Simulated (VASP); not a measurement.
Wanted: the native input for a VASP 6.6.1 run.

| Property | Result |
| --- | --- |
| Task | optical spectrum |
| Functional | PBE |
| Potentials or basis | VASP PAW PBE potentials, release 64 (Mg, F) |
| Cutoff | 520 eV |
| k mesh | 6 × 6 × 10 |
| Occupations | gaussian, width 0.03 eV |
| Spin | no spin polarisation |
| Further INCAR settings | ALGO = Fast; EDIFF = 1e-06; NBANDS = 40 |

The structure of MgF2 (Sellaite) lies in POSCAR:

```
MgF2                                    
1.0
    4.6240511486      0.0000000000      0.0000000000
    0.0000000000      4.6240511486      0.0000000000
    0.0000000000      0.0000000000      3.0527962139
  Mg              F             
     2     4
Direct
     1.0000000000000000    0.0000000000000000    1.0000000000000000
     0.5000000000000000    0.5000000000000000    0.5000000000000000
     0.3031611946592399    0.3031611946592399    0.0000000000000000
     0.1968388053407601    0.8031611946592399    0.5000000000000000
     0.6968388053407601    0.6968388053407601    1.0000000000000000
     0.8031611946592399    0.1968388053407601    0.5000000000000000
```

The input as run:

INCAR

```
PREC = Accurate ; ENCUT = 520
EDIFF = 1E-6 ; ISMEAR = 0
SIGMA = 0.03 ; LREAL = False
LASPH = True ; NELM = 80
ALGO = Fast ; ISIF = 2
LWAVE = False ; LCHARG = False
GGA = PE ; LOPTICS = True
NBANDS = 40 ; NEDOS = 1000
CSHIFT = 0.1 ; KPAR = 2
```

KPOINTS

```
Automatic mesh
0
Gamma
  6 6 10
```

Potentials or basis: VASP PAW PBE potentials, release 64 (Mg, F).

Launch:

```bash
$ cat potpaw_PBE.64/Mg/POTCAR potpaw_PBE.64/F/POTCAR > POTCAR
$ mpirun -np 2 vasp_std > vasp.out
```

Results of the run:

```yaml
Pressure: 3.7 GPa
Largest_force: 0.034 eV/Å
Band_gap_on_the_k_mesh: 7.10 eV, direct
```

Caveat: spectra need much finer meshes, so this one isn't converged; independent-particle spectra lack excitons.

Run time: 40 s on 2 MPI ranks on Intel(R) Xeon(R) Platinum 8488C (Sapphire Rapids), with other jobs on the host, peak memory 0.36 GiB a rank.
